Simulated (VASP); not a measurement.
# Ge (Cmmm) in VASP: a series of runs

The runs below take Ge through single point, with PBE.

Program: VASP 6.6.1. These are calculated values, not measurements. Logs are shortened: lines on timing, memory, paths and dates and some standing lists are left out, and cuts for length are marked.

## Step 1: Starting point

The structure is orthorhombic, space group Cmmm (No. 65). Conventional cell: a = 2.794 Å, b = 5.201 Å, c = 2.698 Å, α = 90.00°, β = 90.00°, γ = 90.00°. Ge (site symmetry mmm) is surrounded by 8 Ge at 2.70 to 2.95 Å.

This isn't the form of Ge at room conditions, which is diamond.

## Step 2: Single point, PBE

Input file INCAR:

```
PREC = Accurate ; ENCUT = 400
EDIFF = 1E-7 ; ISMEAR = 0
SIGMA = 0.05 ; LREAL = F
LASPH = T ; NELM = 100
ALGO = Normal ; ISIF = 2
LWAVE = F ; LCHARG = F
GGA = PE ; NBANDS = 13
ADDGRID = F
```

Input file KPOINTS:

```
Automatic mesh
0
Gamma
  5 5 5
```

Input file POSCAR:

```
Ge
1.0
    1.3971490000     -2.6005160000      0.0000000000
    1.3971490000      2.6005160000      0.0000000000
    0.0000000000      0.0000000000      2.6982310000
Ge
1
Direct
    0.5000000000      0.5000000000      0.0000000000
```

Potentials or basis: VASP PAW PBE potentials, release 64 (Ge_d).

On the command line:

```sh
$ cat potpaw_PBE.64/Ge_d/POTCAR > POTCAR
$ mpirun -np 1 vasp_std > vasp.out
```

OUTCAR:

```text
PREC = Accurate
   ENCUT = 400
   EDIFF = 1E-7
   ISMEAR = 0
   LREAL = F
   LASPH = T
   NELM = 100
   ISIF = 2
   GGA = PE

 Found     27 irreducible k-points:

 Following reciprocal coordinates:
            Coordinates               Weight
  0.000000  0.000000  0.000000      1.000000
  0.200000 -0.000000  0.000000      4.000000
  0.400000  0.000000  0.000000      4.000000
  0.200000  0.200000  0.000000      2.000000
  0.400000  0.200000  0.000000      4.000000
 -0.400000  0.200000  0.000000      4.000000
   k-points           NKPTS =     27   k-points in BZ     NKDIM =     27   number of bands    NBANDS=     13
   number of dos      NEDOS =    301   number of ions     NIONS =      1
   total plane-waves  NPLWV =   7200
   dimension x,y,z NGX =    20 NGY =   20 NGZ =   18
   dimension x,y,z NGXF=    40 NGYF=   40 NGZF=   36
   ions per type =               1
   NGX,Y,Z   is equivalent  to a cutoff of  11.26, 11.26, 11.09 a.u.
   NGXF,Y,Z  is equivalent  to a cutoff of  22.53, 22.53, 22.18 a.u.
 SYSTEM =  unknown system
   PREC   = accura    normal or accurate (medium, high low for compatibility)
   ISTART =      0    job   : 0-new  1-cont  2-samecut
   ICHARG =      2    charge: 1-file 2-atom 10-const
   ISPIN  =      1    spin polarized calculation?
   LNONCOLLINEAR =      F non collinear calculations
   LSORBIT =      F    spin-orbit coupling
   LASPH  =      T    aspherical Exc in radial PAW
   ENCUT  =  400.0 eV  29.40 Ry    5.42 a.u.   4.81  4.81  4.40*2*pi/ulx,y,z
   NELM   =    100;   NELMIN=  2; NELMDL= -5     # of ELM steps
   EDIFF  = 0.1E-06   stopping-criterion for ELM
   LREAL  =      F    real-space projection
   EDIFFG = 0.1E-05   stopping-criterion for IOM
   NSW    =      0    number of steps for IOM
   IBRION =     -1    ionic relax: 0-MD 1-quasi-New 2-CG
   NFREE  =      0    steps in history (QN), initial steepest desc. (CG)
   ISIF   =      2    stress and relaxation
   ISYM   =      2    0-nonsym 1-usesym 2-fastsym
   POTIM  = 0.5000    time-step for ionic-motion
   TEBEG  =    0.0;   TEEND  =   0.0 temperature during run
   PSTRESS=    0.0 pullay stress
   NELECT =      14.0000    total number of electrons
   NUPDOWN=      -1.0000    fix difference up-down
   EMIN   =  10.00;   EMAX   =-10.00  energy-range for DOS
   EFERMI =   0.00;   METHOD = LEGACY
   ISMEAR =     0;   SIGMA  =   0.05  broadening in eV -4-tet -1-fermi 0-gaus
   EFERMI_NEDOS =   21; number of points for ismear=-14 and -15
   IALGO  =     38    algorithm
   IMIX   =      4    mixing-type and parameters
     AMIX     =   0.40;   BMIX     =  1.00
     AMIX_MAG =   1.60;   BMIX_MAG =  1.00
  volume/ion in A,a.u.               =      19.61       132.31
  Fermi-wavevector in a.u.,A,eV,Ry     =   1.463234  2.765111 29.130796  2.141053
  Thomas-Fermi vector in A             =   2.579353
   LORBIT       =      0    0 simple, 1 ext, 2 COOP (PROOUT), +10 PAW based schemes
   GGA     = PE    functional components
   LHFCALC =     F    Hartree Fock is set to
   AEXX    =    0.0000 exact exchange contribution
   IVDW    =     0    specifies the selected vdW correction
   LEPSILON=     F    determine dielectric tensor
   LRPA    =     F    only Hartree local field effects (RPA)
 non-spin polarized calculation
 Gauss-broadening in eV      SIGMA  =   0.05
  energy-cutoff  :      400.00
  volume of cell :       19.61
 maximum number of plane-waves:       369
   NGX =  9   NGY =  9   NGZ =  9

 number of electron      14.0000029 magnetization

 Free energy of the ion-electron system (eV)
  ---------------------------------------------------
  ext. energy  EPLUGINS =         0.00000000
  ---------------------------------------------------
  free energy    TOTEN  =        -4.24020737 eV

  energy without entropy =       -4.23927518  energy(sigma->0) =       -4.23974128

 E-fermi :   6.0894     XC(G=0): -11.0310

 val. band max:        5.9520849943   @ k =   0.4000   0.4000   0.4000
 cond. band min:       6.1300956198   @ k =   0.4000   0.2000   0.2000
 fundamental gap:      0.1780106255
 Fermi energy:         6.0894290270

 k-point     1 :       0.0000    0.0000    0.0000
  band No.  band energies     occupation
      1     -18.4689      2.00000
      2     -18.4072      2.00000
      3     -18.3567      2.00000
      4     -18.2544      2.00000
      5     -18.2371      2.00000
      6      -6.6357      2.00000
      7      12.8906      0.00000
      8      13.3631      0.00000
      9      14.8759      0.00000
     10      16.3832      0.00000
     11      18.7207      0.00000
     12      21.0945      0.00000
     13      21.2318      0.00000

 k-point     2 :       0.2000   -0.0000    0.0000
  band No.  band energies     occupation
      1     -18.4472      2.00000
      2     -18.3811      2.00000
      3     -18.3463      2.00000
      4     -18.2619      2.00000
      5     -18.2523      2.00000
      6      -5.6661      2.00000
      7       9.0680      0.00000
      8      11.6577      0.00000
      9      13.8149      0.00000
     10      15.9823      0.00000
     11      18.0849      0.00000
     12      22.4592      0.00000
     13      25.5955      0.00000
[... 33 lines left out ...]
 k-point     5 :       0.4000    0.2000    0.0000
  band No.  band energies     occupation
      1     -18.4149      2.00000
      2     -18.3598      2.00000
      3     -18.2873      2.00000
      4     -18.2863      2.00000
      5     -18.2711      2.00000
      6      -1.1473      2.00000
      7       1.7001      2.00000
      8       5.3891      2.00000
      9      17.0828      0.00000
     10      19.3038      0.00000
     11      22.9863      0.00000
     12      23.5752      0.00000
     13      23.6821      0.00000

 k-point     6 :      -0.4000    0.2000    0.0000
  band No.  band energies     occupation
      1     -18.4261      2.00000
      2     -18.3849      2.00000
      3     -18.3068      2.00000
      4     -18.2796      2.00000
      5     -18.2559      2.00000
      6      -3.9970      2.00000
      7       5.1685      2.00000
      8       7.4585      0.00000
      9      15.2444      0.00000
     10      19.3546      0.00000
     11      20.6920      0.00000
     12      23.4701      0.00000
     13      26.1460      0.00000

 [... further k-points ...]

------------------------ aborting loop because EDIFF is reached ----------------------------------------

  FORCE on cell =-STRESS in cart. coord.  units (eV):
  Direction    XX          YY          ZZ          XY          YZ          ZX
  --------------------------------------------------------------------------------------
  -------------------------------------------------------------------------------------
  Total       -0.3000499      0.8921714     -0.0010411      0.0000000      0.0000000      0.0000000
  in kB      -24.5184360     72.9033495     -0.0850767      0.0000000      0.0000000      0.0000000
  external PRESSURE =      16.0999456 kB  Pullay stress =       0.0000000 kB

 VOLUME and BASIS-vectors are now :
 -----------------------------------------------------------------------------
  energy-cutoff  :      400.00
  volume of cell :       19.61
      direct lattice vectors                 reciprocal lattice vectors
     1.397149000 -2.600516000  0.000000000     0.357871637 -0.192269534  0.000000000
     1.397149000  2.600516000  0.000000000     0.357871637  0.192269534  0.000000000
     0.000000000  0.000000000  2.698231000     0.000000000  0.000000000  0.370613191

 POSITION                                       TOTAL-FORCE (eV/Angst)
 -----------------------------------------------------------------------------------
      1.39715      0.00000      0.00000         0.000000      0.000000      0.000000
 -----------------------------------------------------------------------------------
    total drift:                               -0.000000      0.000000     -0.000000

  FREE ENERGIE OF THE ION-ELECTRON SYSTEM (eV)
  ---------------------------------------------------
  free  energy   TOTEN  =        -4.2402073745 eV

  energy  without entropy=       -4.2392751772  energy(sigma->0) =       -4.23974128
```

It took 2.4 s on 1 thread of Intel Xeon 6975P-C (Granite Rapids), shared host; peak memory 0.11 GiB.

These settings aren't checked as converged: the numbers below hold their error.

Results:

- Free energy: -4.2402 eV
- Pressure: 1.6 GPa
- Band gap on the k mesh: none (metal or under the smearing width)

Caveat: the k mesh is coarse (spacing up to 0.51 Å⁻¹), so the values aren't converged.

## Step 3: Single point, PBE

This run uses another cell than the first one, of the same volume but with other edges.

INCAR is that of step 2.

KPOINTS is that of step 2.

Input file POSCAR:

```
Ge
1.0
    1.4161900000     -2.6475770000      0.0134350000
    1.3961930000      2.6368340000      0.0183540000
    0.0306960000      0.0025520000      2.6389690000
Ge
1
Direct
    0.4852650000      0.4800630000      0.0156560000
```

Potentials or basis: VASP PAW PBE potentials, release 64 (Ge_d).

On the command line:

```sh
$ cat potpaw_PBE.64/Ge_d/POTCAR > POTCAR
$ mpirun -np 1 vasp_std > vasp.out
```

Run time: 4.1 s. Hardware: 1 thread of Intel Xeon 6975P-C (Granite Rapids), shared host; peak memory 0.12 GiB.

The run converged, but some of its settings lie outside the range that counts as converged, so its numbers aren't taken as properties of the crystal.

What came out:

| Quantity | Value |
| --- | --- |
| Free energy | -4.2447 eV |
| Pressure | 0.0 GPa |
| Band gap on the k mesh | none (metal or under the smearing width) |

Caveat: the k mesh is coarse (spacing up to 0.51 Å⁻¹), so the values aren't converged.
